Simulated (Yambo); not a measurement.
# PbS (Galena) (Fm-3m) in Yambo: a run that goes wrong, beside a sound one

Two runs on PbS (Galena): the first has a flaw, the second is sound.

Everything below comes from runs of Yambo 5.3.0. Logs are shortened: lines on timing, memory, paths and dates and some standing lists are left out, and cuts for length are marked.

### 1 The crystal as given

It takes space group Fm-3m (No. 225, cubic). The conventional cell has a = 5.931 Å, b = 5.931 Å, c = 5.931 Å, α = 90.00°, β = 90.00°, γ = 90.00°. Pb (site symmetry m-3m) has 6 S at 2.97 Å as nearest neighbours. S (site symmetry m-3m) has 6 Pb at 2.97 Å as nearest neighbours.

### 2 A run with an altered input

bse10.in reads:

```
optics
bse
bss
rim_cut
em1s
RandQpts= 1000000
RandGvec= 50 RL
Chimod= "HARTREE"
% BndsRnXs
 1 | 30 |
%
NGsBlkXs= 2 Ry
% LongDrXs
 1 | 1 | 1 |
%
BSKmod= "SEX"
BSEmod= "retarded"
BSSmod= "d"
% BSEQptR
 1 | 1 |
%
% BSEBands
 9 | 12 |
%
BSENGexx= 20 Ry
BSENGBlk= 2 Ry
% BEnRange
 0 | 20 | eV
%
% BDmRange
 5.0 | 5.0 | eV
%
BEnSteps= 200
% BLongDir
 1 | 1 | 1 |
%
BSEprop= "abs"
WRbsWF
% KfnQP_E
 0.22 | 1.0 | 1.0 |
%
```

scf.in reads:

```
&CONTROL
  calculation = 'scf'
  prefix = 'pwscf'
  outdir = './tmp'
  pseudo_dir = './pseudo'
/
&SYSTEM
  ibrav = 0
  A = 4.19420387
  nat = 2
  ntyp = 2
  ecutwfc = 56
  nbnd = 16
  occupations = 'smearing'
  smearing = 'fd'
  degauss = 0.00367493
  force_symmorphic = .true.
/
&ELECTRONS
  conv_thr = 4d-10
  electron_maxstep = 120
  mixing_beta = 0.5
/
ATOMIC_SPECIES
Pb   207.2000 Pb.upf
S     32.0600 S.upf
CELL_PARAMETERS alat
   0.0000000000    0.7071067816    0.7071067816
   0.7071067816    0.0000000000    0.7071067816
   0.7071067816    0.7071067816    0.0000000000
ATOMIC_POSITIONS alat
Pb     0.0000000000    0.0000000000    0.0000000000
S      0.7071067816    0.7071067816    0.7071067816
K_POINTS automatic
8 8 8 0 0 0
```

nscf.in reads:

```
&CONTROL
  calculation = 'nscf'
  prefix = 'pwscf'
  outdir = './tmp'
  pseudo_dir = './pseudo'
/
&SYSTEM
  ibrav = 0
  A = 4.19420387
  nat = 2
  ntyp = 2
  ecutwfc = 56
  nbnd = 60
  occupations = 'fixed'
  force_symmorphic = .true.
/
&ELECTRONS
  conv_thr = 1d-08
  diago_full_acc = .true.
  diago_thr_init = 1d-06
/
ATOMIC_SPECIES
Pb   207.2000 Pb.upf
S     32.0600 S.upf
CELL_PARAMETERS alat
   0.0000000000    0.7071067816    0.7071067816
   0.7071067816    0.0000000000    0.7071067816
   0.7071067816    0.7071067816    0.0000000000
ATOMIC_POSITIONS alat
Pb     0.0000000000    0.0000000000    0.0000000000
S      0.7071067816    0.7071067816    0.7071067816
K_POINTS automatic
6 6 6 0 0 0
```

Potentials or basis: PseudoDojo 0.4.1 SR LDA standard.

Launch:

```console
$ OMP_NUM_THREADS=1 pw.x -in scf.in > scf.out
$ OMP_NUM_THREADS=1 pw.x -in nscf.in > nscf.out
$ cd tmp/pwscf.save; p2y; mv SAVE ../..; cd ../..
$ OMP_NUM_THREADS=1 yambo
$ mkdir -p bse10; ln -s $PWD/g0w00/ndb.RIM bse10/
$ OMP_NUM_THREADS=1 yambo -F bse10.in -J bse10 -C bse10_out
$ OMP_NUM_THREADS=1 ypp -J bse10 -C bse10_out -e s -b 1
```

Yambo's report:

```text
[... sections 02.01 to 02.04 as in the set-up run ...]

  [02.05] Energies & Occupations
  ==============================

  [X] === General ===
  [X] Electronic Temperature                        :  0.000000  0.000000 [eV K]
  [X] Bosonic    Temperature                        :  0.000000  0.000000 [eV K]
  [X] Finite Temperature mode                       : no
[... 341 lines left out ...]
    [W] e/h energy range                             : -1.000000 -1.000000 [eV]
    [W] Poles                                        :  100.0000 [o/o]
    [W] RL vectors in the sum                        :   3287
    [W] [r,Vnl] included                             : yes
    [W] Field direction                              :  0.577350E-5  0.577350E-5  0.577350E-5
    [W] Coulomb Cutoff                               : none
    [W] Hxc Kernel                                   : HARTREE
    [RIM] RL components                              :   51 [col]
    [RIM] Random points                              :  1000000 [col]
    [SOC] Perturbative SOC                           : no
    [K] Kernel long-range exchange                   : BAR
    [BSS] Eigenstates included                       : yes
    [BSS] Field direction                            :  0.577350E-5  0.577350E-5  0.577350E-5
    [BSS] Eigenstates computed                       :   864
    [BSS] Number of BSE matrices                     :  1
```

o-bse10.exc_qpt1_E_sorted:

```text
# [K] Identifier                                  :   842
# [K] Dimension                                   :   864
# [K] Bands                                       :   9  12
# [K] Exchange                                    : yes [res]
# [K] Correlation                                 : yes [res]
# [K] Kernel`s coupling                           : no
# [K] Exchange                                    : no [cpl]
# [K] Correlation                                 : no [cpl]
[... 28 lines left out ...]
#
    0.445057094        0.193099569E-7      1.00000000
    0.448246278         1.00000000         2.00000000
    0.448249988        0.708018271         3.00000000
    0.448270058        0.832295268         4.00000000
     2.00795559        0.305842511E-1      5.00000000
     2.00850843        0.114548347         6.00000000
[... 35 lines left out ...]
     2.33910661        0.128821969E-3      42.0000000
     2.33912803        0.142149460E-3      43.0000000
[... 823 further lines ...]
```

Run time: 2.2 min. Hardware: 1 thread of Arm Neoverse V2, shared host; peak memory 0.3 GiB.

The run ended normally. The input was made wrong on purpose: damping far too large. The program ran through all the same, so the numbers look like a result but aren't the crystal's properties.

### 3 Optical spectrum by the Bethe-Salpeter equation, LDA

bse1.in reads:

```
optics
bse
bss
rim_cut
em1s
RandQpts= 1000000
RandGvec= 50 RL
Chimod= "HARTREE"
% BndsRnXs
 1 | 50 |
%
NGsBlkXs= 3 Ry
% LongDrXs
 1 | 1 | 1 |
%
BSKmod= "SEX"
BSEmod= "retarded"
BSSmod= "d"
% BSEQptR
 1 | 1 |
%
% BSEBands
 9 | 12 |
%
BSENGexx= 20 Ry
BSENGBlk= 3 Ry
% BEnRange
 0 | 20 | eV
%
% BDmRange
 0.2 | 0.2 | eV
%
BEnSteps= 300
% BLongDir
 1 | 1 | 1 |
%
BSEprop= "abs"
WRbsWF
% KfnQP_E
 0.22 | 1.0 | 1.0 |
%
```

scf.in is that of step 2.

nscf.in is that of step 2.

Potentials or basis: PseudoDojo 0.4.1 SR LDA standard.

Launch:

```console
$ OMP_NUM_THREADS=1 pw.x -in scf.in > scf.out
$ OMP_NUM_THREADS=1 pw.x -in nscf.in > nscf.out
$ cd tmp/pwscf.save; p2y; mv SAVE ../..; cd ../..
$ OMP_NUM_THREADS=1 yambo
$ mkdir -p bse1; ln -s $PWD/g0w00/ndb.RIM bse1/
$ OMP_NUM_THREADS=1 yambo -F bse1.in -J bse1 -C bse1_out
$ OMP_NUM_THREADS=1 ypp -J bse1 -C bse1_out -e s -b 1
```

Wall time 3.7 min (1 thread of Arm Neoverse V2, shared host); peak memory 0.34 GiB.

The run converged. Its results:

- Band gap on the k mesh, mean-field level: 0.24 eV, direct
- Exciton binding energy: 0.02 eV
- Lowest exciton energy: 0.44 eV
- Lowest bright exciton energy: 0.45 eV

Dielectric function (along the field direction of the input):
| energy (eV) | real part | imaginary part |
| --- | --- | --- |
| 0.27 | 40.76 | 17.33 |
| 1.27 | 13.16 | 3.26 |
| 2.34 | 13.66 | 11.89 |
| 3.34 | -10.22 | 19.84 |
| 4.41 | -7.06 | 5.72 |
| 5.42 | -4.86 | 3.65 |
| 6.49 | -2.30 | 1.31 |
| 7.49 | -2.19 | 1.48 |
| 8.56 | -1.52 | 0.33 |
| 9.57 | -0.76 | 0.10 |
| 10.64 | -0.34 | 0.06 |
| 11.64 | -0.08 | 0.04 |
| 12.71 | 0.12 | 0.03 |
| 13.71 | 0.26 | 0.02 |
| 14.78 | 0.37 | 0.02 |
| 15.79 | 0.45 | 0.01 |
| 16.86 | 0.52 | 0.01 |
| 17.86 | 0.58 | 0.01 |
| 18.93 | 0.63 | 0.01 |
| 20.00 | 0.67 | 0.01 |

Lowest exciton energies (eV): 0.44, 0.45, 0.45, 0.45, 2.01, 2.01, 2.01, 2.01

Excitons:
| energy (eV) | strength (relative to the strongest) |
| --- | --- |
| 0.444 | 1.1e-08 |
| 0.448 | 1 |
| 0.448 | 1 |
| 0.448 | 0.98 |
| 2.007 | 0.019 |
| 2.008 | 0.077 |
| 2.008 | 0.083 |
| 2.012 | 0.23 |
| 2.012 | 0.25 |
| 2.012 | 0.24 |
| 2.013 | 3.8e-08 |
| 2.013 | 1.4e-08 |

Caveat: the scissor is the correction of the direct gap in an earlier G0W0 run on the same states; exciton energies and binding change strongly with the k mesh and aren't converged on this one; spectra need much finer meshes, so this one isn't converged; spin-orbit coupling is left out, which as a rule narrows the gap of such compounds by several tenths of an eV.
